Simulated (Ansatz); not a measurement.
# Meshes and cutoff for the phonons of GaAs (F-43m), part 3 of 4

How do the frequencies of GaAs (F-43m) move with q mesh, k mesh and cutoff?

Ansatz 0.2.0; DFT PBE, scalar-relativistic, plane waves, PAW.

So far, highest frequency on the path or at a solved wavevector (cm⁻¹): step 3 (the dispersion) 269; step 4 (q mesh 2×2×2) 269. The relaxed cell has a = 5.745 Å (conventional setting).

## 8. Another k mesh, k-mesh 4×4×4, q mesh 2×2×2

The k mesh is changed to 4×4×4 on a small fixed q mesh, to find the coarsest that serves.

Input file input.yaml:

```yaml
crystal:
  lattice:
    - [0.0, 2.8726922801, 2.8726922801]
    - [2.8726922801, 0.0, 2.8726922801]
    - [2.8726922801, 2.8726922801, 0.0]
  atoms:
    - { symbol: Ga, position: [0.0, 0.0, 0.0] }
    - { symbol: As, position: [0.25, 0.25, 0.25] }
kpoints:
  mp_grid: { grid: [4, 4, 4] }
hamiltonian:
  xc: pbe
scf:
  occupations: { method: gaussian, width: 0.02 }
output:
  eigenvalues: true
phonons:
  method: dfpt
  qmesh: [2, 2, 2]
  temperatures: { t_max: 1000, t_step: 50 }
  qpath:
    path:
      - [[0.0, 0.0, 0.0], [-0.5, -0.5, 0.0], [-0.375, -0.375, 0.25]]
      - [[-0.375, 0.0, 0.375], [0.0, 0.0, 0.0], [0.0, 0.0, 0.5], [-0.5, -0.25, 0.25], [-0.5, -0.5, 0.0]]
    npoints: 10
```

Command:

```bash
> ansatz run input.yaml --threads 4 --pin off --max-ram 7168MiB --backend cpu --events-out ev --progress --plain --runs-dir out
```

Numbers of over 12 decimals in the logs are rounded to 6 here.

The program printed:

```text
[...]
Crystal: 2 atoms, lattice volume = 47.413 Å³
Basis set: ecut = 420 eV, 941 PW (Γ), exchange–correlation on 60×60×60 points (8 copies of the dense FFT grid, shifted against one another)
Bands: 18, of which v1, the nominal top of the filled ones, is band 14 counted from 1 (13 counted from 0)
Symmetry: 24 space group operations
k-points: 8 of 64 (time reversal used)
[...]
SCF iter   1: F=—  HF=-8639.685831 eV  |F-HF|=—  |Δ(HF+E_count)|=         —  Δρ=1.71e-3  dr2=5.98e-4  ethr=1.77e-3  ⟨swp⟩=5.9  Hψ=669  notcnv=0
[...]
SCF iter   9: F=-8639.685326 eV  HF=-8639.685326 eV  |F-HF|=7.28e-12  |Δ(HF+E_count)|=  1.27e-11  Δρ=1.37e-7  dr2=4.41e-12  ethr=1.00e-12  ⟨swp⟩=4.9  Hψ=567  notcnv=0
SCF 1 converged in 9 iterations: F = -8639.685326 eV  dr2 = 4.41e-12
[...]
SCF iter   5: F=-8639.685326 eV  HF=-8639.685326 eV  |F-HF|=1.82e-12  |Δ(HF+E_count)|=  9.09e-12  Δρ=1.04e-7  dr2=2.49e-12  ethr=1.00e-12  ⟨swp⟩=3.0  Hψ=347  notcnv=0
SCF 2 converged in 5 iterations: F = -8639.685326 eV  dr2 = 2.49e-12
k-points: 18 of 64 (irreducible under 4 space group operations, time reversal used)
[...]
SCF iter   3: F=-8639.685326 eV  HF=-8639.685326 eV  |F-HF|=5.64e-11  |Δ(HF+E_count)|=  1.33e-10  Δρ=4.52e-7  dr2=4.74e-11  ethr=1.00e-12  ⟨swp⟩=3.6  Hψ=1187  notcnv=0
SCF 3 converged in 3 iterations: F = -8639.685326 eV  dr2 = 4.74e-11
[...]
Bands: 15, of which v1, the nominal top of the filled ones, is band 14 counted from 1 (13 counted from 0)
k-points: 110
[...]
Eigensolver: Dense (110 Hₖ)
SCF iter   1: F=—  HF=-8639.857050 eV  |F-HF|=—  |Δ(HF+E_count)|=         —  Δρ=2.69e-3  dr2=4.95e-3  ethr=1.00e-1
[...]
SCF iter   6: F=-8639.856008 eV  HF=-8639.856008 eV  |F-HF|=4.21e-8  |Δ(HF+E_count)|=   2.77e-7  Δρ=9.29e-6  dr2=2.43e-8  ethr=9.55e-10
SCF 1 converged in 6 iterations: F = -8639.856008 eV  dr2 = 2.43e-8
[...]
SCF converged after 9 iterations
Free energy (F): -8639.685326 eV
[...]
Internal energy: -8639.685326 eV  (E = F + TS)
E sigma→0 (E₀):  -8639.685326 eV
Fermi energy:    7.666226 eV
[...]
--- Band table (eV; the first three rows and the last of 8) ---
  k-point 0: bands = [... 10 lower, -4.8023, 7.5915, 7.5915, 7.5915, 7.7381, 11.2806, 11.2806, 11.2806]
  k-point 1: bands = [... 10 lower, -4.1582, 3.5298, 6.9548, 6.9548, 8.8679, 12.1124, 12.1124, 13.3112]
  k-point 2: bands = [... 10 lower, -3.1778, 1.1892, 6.5150, 6.5150, 8.4430, 12.1858, 12.1858, 15.2825]
  k-point 7: bands = [... 10 lower, -2.4480, 1.1361, 4.2695, 4.4566, 11.9747, 12.2766, 12.8203, 13.5997]
[...]
ASR residual: 2.773e-5 → 0.000e0 eV/Å²; symmetrization residual: 4.470e-6 eV/Å²
  ASR residual per site (eV/Å²): 1.61e-5 2.77e-5
  Γ frequencies (cm⁻¹): 0.00 0.00 0.00 254.23 254.23 254.23
[...]
ε∞ (high-frequency dielectric tensor):
       15.873784    -0.000000     0.000000
       -0.000000    15.873784     0.000000
        0.000000     0.000000    15.873784
[...]
Born effective charges Z* (e; rows j = field, columns β = displacement):
    site 0:
         2.21422    0.00000   -0.00000
        -0.00000    2.21422    0.00000
         0.00000   -0.00000    2.21422
    site 1:
        -2.21422   -0.00000    0.00000
         0.00000   -2.21422   -0.00000
        -0.00000    0.00000   -2.21422
  Z* charge neutrality: 7.009e-4 e pre-enforcement
[...]
optical modes at Γ without the LO–TO term, one row a degenerate level:
      ω (cm⁻¹)  modes    IR ((D/Å)²/amu)
        254.23      3             9.3960
  optical modes at Γ + LO–TO along q̂ = [1.0000, 0.0000, 0.0000]:
      ω (cm⁻¹)  modes    IR ((D/Å)²/amu)
        254.23      2             6.2640
        271.12      1             3.1320
  optical modes at Γ + LO–TO along q̂ = [0.0000, 1.0000, 0.0000]:
      ω (cm⁻¹)  modes    IR ((D/Å)²/amu)
        254.23      2             6.2640
        271.12      1             3.1320
  optical modes at Γ + LO–TO along q̂ = [0.0000, 0.0000, 1.0000]:
      ω (cm⁻¹)  modes    IR ((D/Å)²/amu)
        254.23      2             6.2640
        271.12      1             3.1320
--- Phonons (arbitrary-q DFPT): 3 irreducible q on the 2×2×2 mesh ---
[...]
interpolated dispersion: 63 rows × 6 modes
[...]
```

The job ended after 19 s (4 threads of Arm Neoverse V1, shared host; peak memory 0.67 GiB; 70 s of CPU time).

The run finished; it serves as a test, and its numbers are not taken as the result.

## 9. Another k mesh, k-mesh 6×6×6, q mesh 2×2×2

The k mesh is changed to 6×6×6 on a small fixed q mesh, to find the coarsest that serves.

input.yaml, as its differences from that of step 8:

```diff
@@ -9,3 +9,3 @@
 kpoints:
-  mp_grid: { grid: [4, 4, 4] }
+  mp_grid: { grid: [6, 6, 6] }
 hamiltonian:
```

The program printed:

```text
[...]
Crystal: 2 atoms, lattice volume = 47.413 Å³
Basis set: ecut = 420 eV, 941 PW (Γ), exchange–correlation on 60×60×60 points (8 copies of the dense FFT grid, shifted against one another)
Bands: 18, of which v1, the nominal top of the filled ones, is band 14 counted from 1 (13 counted from 0)
Symmetry: 24 space group operations
k-points: 16 of 216 (time reversal used)
[...]
SCF iter   1: F=—  HF=-8639.836064 eV  |F-HF|=—  |Δ(HF+E_count)|=         —  Δρ=1.54e-3  dr2=1.76e-3  ethr=1.77e-3  ⟨swp⟩=5.9  Hψ=1315  notcnv=0
[...]
SCF iter   8: F=-8639.835370 eV  HF=-8639.835370 eV  |F-HF|=1.82e-11  |Δ(HF+E_count)|=  2.51e-10  Δρ=2.12e-7  dr2=9.36e-12  ethr=1.00e-12  ⟨swp⟩=4.0  Hψ=1513  notcnv=0
SCF 1 converged in 8 iterations: F = -8639.835370 eV  dr2 = 9.36e-12
[...]
SCF iter   5: F=-8639.835370 eV  HF=-8639.835370 eV  |F-HF|=1.82e-12  |Δ(HF+E_count)|=  5.46e-12  Δρ=4.26e-8  dr2=4.83e-13  ethr=1.00e-12  ⟨swp⟩=3.0  Hψ=754  notcnv=0
SCF 2 converged in 5 iterations: F = -8639.835370 eV  dr2 = 4.83e-13
k-points: 46 of 216 (irreducible under 4 space group operations, time reversal used)
[...]
SCF iter   3: F=-8639.835370 eV  HF=-8639.835370 eV  |F-HF|=4.73e-11  |Δ(HF+E_count)|=  1.20e-10  Δρ=3.87e-7  dr2=3.46e-11  ethr=1.00e-12  ⟨swp⟩=3.7  Hψ=2979  notcnv=0
SCF 3 converged in 3 iterations: F = -8639.835370 eV  dr2 = 3.46e-11
[...]
Bands: 15, of which v1, the nominal top of the filled ones, is band 14 counted from 1 (13 counted from 0)
k-points: 110
[...]
Eigensolver: Dense (110 Hₖ)
SCF iter   1: F=—  HF=-8639.856693 eV  |F-HF|=—  |Δ(HF+E_count)|=         —  Δρ=6.01e-4  dr2=2.47e-4  ethr=1.00e-1
[...]
SCF iter   5: F=-8639.856634 eV  HF=-8639.856634 eV  |F-HF|=2.84e-9  |Δ(HF+E_count)|=   4.97e-8  Δρ=5.83e-6  dr2=9.60e-9  ethr=9.23e-10
SCF 1 converged in 5 iterations: F = -8639.856634 eV  dr2 = 9.60e-9
[...]
SCF converged after 8 iterations
Free energy (F): -8639.835370 eV
[...]
Internal energy: -8639.835370 eV  (E = F + TS)
E sigma→0 (E₀):  -8639.835370 eV
Fermi energy:    7.631601 eV
[...]
--- Band table (eV; the first three rows and the last of 16) ---
  k-point 0: bands = [... 10 lower, -4.8405, 7.5516, 7.5516, 7.5516, 7.7089, 11.2698, 11.2698, 11.2698]
  k-point 1: bands = [... 10 lower, -4.5425, 4.8485, 7.1984, 7.1984, 8.9861, 11.7861, 11.7861, 12.0880]
  k-point 2: bands = [... 10 lower, -3.7782, 2.3375, 6.6846, 6.6846, 8.6278, 12.2110, 12.2110, 14.5583]
  k-point 15: bands = [... 10 lower, -2.5093, 1.0755, 4.4174, 4.5607, 10.8272, 10.9143, 14.4717, 14.7920]
[...]
ASR residual: 8.048e-5 → 0.000e0 eV/Å²; symmetrization residual: 1.914e-5 eV/Å²
  ASR residual per site (eV/Å²): 7.60e-6 8.05e-5
  Γ frequencies (cm⁻¹): 0.00 0.00 0.00 252.50 252.50 252.50
[...]
ε∞ (high-frequency dielectric tensor):
       15.876176    -0.000000     0.000000
       -0.000000    15.876176     0.000000
        0.000000     0.000000    15.876176
[...]
Born effective charges Z* (e; rows j = field, columns β = displacement):
    site 0:
         2.21441    0.00000   -0.00000
        -0.00000    2.21441   -0.00000
         0.00000   -0.00000    2.21441
    site 1:
        -2.21441   -0.00000    0.00000
         0.00000   -2.21441    0.00000
        -0.00000    0.00000   -2.21441
  Z* charge neutrality: 9.166e-4 e pre-enforcement
[...]
optical modes at Γ without the LO–TO term, one row a degenerate level:
      ω (cm⁻¹)  modes    IR ((D/Å)²/amu)
        252.50      3             9.3977
  optical modes at Γ + LO–TO along q̂ = [1.0000, 0.0000, 0.0000]:
      ω (cm⁻¹)  modes    IR ((D/Å)²/amu)
        252.50      2             6.2651
        269.51      1             3.1326
  optical modes at Γ + LO–TO along q̂ = [0.0000, 1.0000, 0.0000]:
      ω (cm⁻¹)  modes    IR ((D/Å)²/amu)
        252.50      2             6.2651
        269.51      1             3.1326
  optical modes at Γ + LO–TO along q̂ = [0.0000, 0.0000, 1.0000]:
      ω (cm⁻¹)  modes    IR ((D/Å)²/amu)
        252.50      2             6.2651
        269.51      1             3.1326
--- Phonons (arbitrary-q DFPT): 3 irreducible q on the 2×2×2 mesh ---
[...]
interpolated dispersion: 63 rows × 6 modes
[...]
```

The job ended after 25 s (4 threads; peak memory 0.67 GiB; 91 s of CPU time).

The run finished; it serves as a test, and its numbers are not taken as the result.

## 10. Another k mesh, k-mesh 8×8×8, q mesh 2×2×2

The k mesh is changed to 8×8×8 on a small fixed q mesh, to find the coarsest that serves.

input.yaml, as its differences from that of step 9:

```diff
@@ -9,3 +9,3 @@
 kpoints:
-  mp_grid: { grid: [6, 6, 6] }
+  mp_grid: { grid: [8, 8, 8] }
 hamiltonian:
```

The program printed:

```text
[...]
Crystal: 2 atoms, lattice volume = 47.413 Å³
Basis set: ecut = 420 eV, 941 PW (Γ), exchange–correlation on 60×60×60 points (8 copies of the dense FFT grid, shifted against one another)
Bands: 18, of which v1, the nominal top of the filled ones, is band 14 counted from 1 (13 counted from 0)
Symmetry: 24 space group operations
k-points: 29 of 512 (time reversal used)
[...]
optical modes at Γ + LO–TO along q̂ = [0.0000, 1.0000, 0.0000]:
      ω (cm⁻¹)  modes    IR ((D/Å)²/amu)
        252.10      2             6.2651
        269.13      1             3.1325
  optical modes at Γ + LO–TO along q̂ = [0.0000, 0.0000, 1.0000]:
      ω (cm⁻¹)  modes    IR ((D/Å)²/amu)
        252.10      2             6.2651
        269.13      1             3.1325
--- Phonons (arbitrary-q DFPT): 3 irreducible q on the 2×2×2 mesh ---
[...]
interpolated dispersion: 63 rows × 6 modes
[...]
[key lines of the parts left out:]
SCF converged after 9 iterations
Free energy (F): -8639.855611 eV
Fermi energy:    7.625250 eV
```

Wall time 36 s (4 threads); peak memory 0.76 GiB.

The highest optical mode at the zone centre (no LO-TO term) is 252.1 cm⁻¹, +0.2 cm⁻¹ against the base run.

## 11. Another k mesh, q mesh 2×2×2

The k mesh is changed to 12×12×12 on a small fixed q mesh, to find the coarsest that serves.

input.yaml, as its differences from that of step 10:

```diff
@@ -9,3 +9,3 @@
 kpoints:
-  mp_grid: { grid: [8, 8, 8] }
+  mp_grid: { grid: [12, 12, 12] }
 hamiltonian:
```

The program printed:

```text
[...]
Crystal: 2 atoms, lattice volume = 47.413 Å³
Basis set: ecut = 420 eV, 941 PW (Γ), exchange–correlation on 60×60×60 points (8 copies of the dense FFT grid, shifted against one another)
Bands: 18, of which v1, the nominal top of the filled ones, is band 14 counted from 1 (13 counted from 0)
Symmetry: 24 space group operations
k-points: 72 of 1728 (time reversal used)
[...]
optical modes at Γ + LO–TO along q̂ = [0.0000, 1.0000, 0.0000]:
      ω (cm⁻¹)  modes    IR ((D/Å)²/amu)
        251.87      2             6.2626
        268.90      1             3.1313
  optical modes at Γ + LO–TO along q̂ = [0.0000, 0.0000, 1.0000]:
      ω (cm⁻¹)  modes    IR ((D/Å)²/amu)
        251.87      2             6.2626
        268.90      1             3.1313
--- Phonons (arbitrary-q DFPT): 3 irreducible q on the 2×2×2 mesh ---
[...]
interpolated dispersion: 63 rows × 6 modes
[...]
[key lines of the parts left out:]
SCF converged after 8 iterations
Free energy (F): -8639.860638 eV
Fermi energy:    7.623329 eV
```

The job ended after 97 s (4 threads; peak memory 1.5 GiB; 6.2 min of CPU time).

The highest optical mode at the zone centre (no LO-TO term) is 251.9 cm⁻¹, +0.0 cm⁻¹ against the base run.

## 12. Another k mesh, k-mesh 18×18×18, q mesh 2×2×2

The k mesh is changed to 18×18×18 on a small fixed q mesh, to find the coarsest that serves.

input.yaml, as its differences from that of step 11:

```diff
@@ -9,3 +9,3 @@
 kpoints:
-  mp_grid: { grid: [12, 12, 12] }
+  mp_grid: { grid: [18, 18, 18] }
 hamiltonian:
```

The program printed:

```text
[...]
Crystal: 2 atoms, lattice volume = 47.413 Å³
Basis set: ecut = 420 eV, 941 PW (Γ), exchange–correlation on 60×60×60 points (8 copies of the dense FFT grid, shifted against one another)
Bands: 18, of which v1, the nominal top of the filled ones, is band 14 counted from 1 (13 counted from 0)
Symmetry: 24 space group operations
k-points: 195 of 5832 (time reversal used)
[...]
optical modes at Γ + LO–TO along q̂ = [0.0000, 1.0000, 0.0000]:
      ω (cm⁻¹)  modes    IR ((D/Å)²/amu)
        251.78      2             6.2624
        268.82      1             3.1312
  optical modes at Γ + LO–TO along q̂ = [0.0000, 0.0000, 1.0000]:
      ω (cm⁻¹)  modes    IR ((D/Å)²/amu)
        251.78      2             6.2624
        268.82      1             3.1312
--- Phonons (arbitrary-q DFPT): 3 irreducible q on the 2×2×2 mesh ---
[...]
interpolated dispersion: 63 rows × 6 modes
[...]
[key lines of the parts left out:]
SCF converged after 9 iterations
Free energy (F): -8639.861129 eV
Fermi energy:    7.623117 eV
```

Run time: 4.7 min. Hardware: 4 threads; peak memory 3.1 GiB.

The highest optical mode at the zone centre (no LO-TO term) is 251.8 cm⁻¹, -0.1 cm⁻¹ against the base run.

## 13. Comparing the runs

Times are for 4 threads of Arm Neoverse V1, shared host. Results by setting:

```
no.    k-mesh  lowest mode on the q mesh (acoustic modes at Γ apart) (cm⁻¹)  highest frequency on the path or at a solved wavevector (cm⁻¹)     time  memory (GiB)
  1     8×8×8                                                         59.47                                                           269.1     36 s          0.76
  2  12×12×12                                                         59.67                                                           268.9     97 s           1.5
  3  18×18×18                                                         59.71                                                           268.8  4.7 min           3.1
```

The runs together. The phonon density of states by wavenumber; read off at these points; values in 1/cm⁻¹/cell:

```
wavenumber (cm⁻¹)    8×8×8  12×12×12  18×18×18
                2   3.0e-5    3.0e-5    3.0e-5
               12   6.9e-4    6.8e-4    6.8e-4
               22  0.00244   0.00241   0.00241
               28  0.00384    0.0038   0.00379
               38  0.00784   0.00777   0.00775
               48   0.0148    0.0147    0.0147
               58   0.0328    0.0321    0.0320
               62   0.0449    0.0453    0.0454
               68   0.0443    0.0447    0.0447
               78   0.0323    0.0325    0.0326
               82   0.0241    0.0242    0.0243
               92   0.0165    0.0166    0.0166
              102   0.0171    0.0172    0.0172
              112   0.0200    0.0202    0.0202
              122  0.00814   0.00791   0.00787
              132  0.00454   0.00455   0.00455
              138  0.00521   0.00522   0.00523
              148  0.00677   0.00679   0.00679
              158  0.00897     0.009     0.009
              168   0.0123    0.0123    0.0123
              178   0.0186    0.0186    0.0187
              182   0.0297    0.0300    0.0301
              188   0.0229    0.0225    0.0224
              192   0.0134    0.0132    0.0131
              202  0.00702   0.00709   0.00712
              212   0.0227    0.0228    0.0228
              222   0.0220    0.0219    0.0219
              232   0.0204    0.0197    0.0196
              242    0.166     0.169     0.170
              248    0.158     0.158     0.157
              258   0.0120    0.0120    0.0120
              268  0.00475   0.00439   0.00426
```

The runs together, line C_V. C_V, 8×8×8 = 12×12×12 = 18×18×18 against temperature:

```
temperature (K)  C_V, 8×8×8 = 12×12×12 = 18×18×18 (J/mol-atom/K)
              0                                                0
             50                                             7.30
            100                                             15.3
            150                                             19.5
            200                                             21.6
            250                                             22.7
            300                                             23.4
            350                                             23.8
            400                                             24.0
            450                                             24.2
            500                                             24.3
            550                                             24.4
            600                                             24.5
            650                                             24.6
            700                                             24.6
            750                                             24.7
            800                                             24.7
            850                                             24.7
            900                                             24.8
            950                                             24.8
           1000                                             24.8
```

(Part 3 of 4 ends here.)

[Logs are printed without paths, hosts, clocks, repeated set-up lines and the standing remarks that a program may print on its own settings, such as how far it seeks lower states.]

[Hosts, paths, dates, database ids (printed as entryN), source tags and the programs' standing remarks are cut or masked in the printed files.]
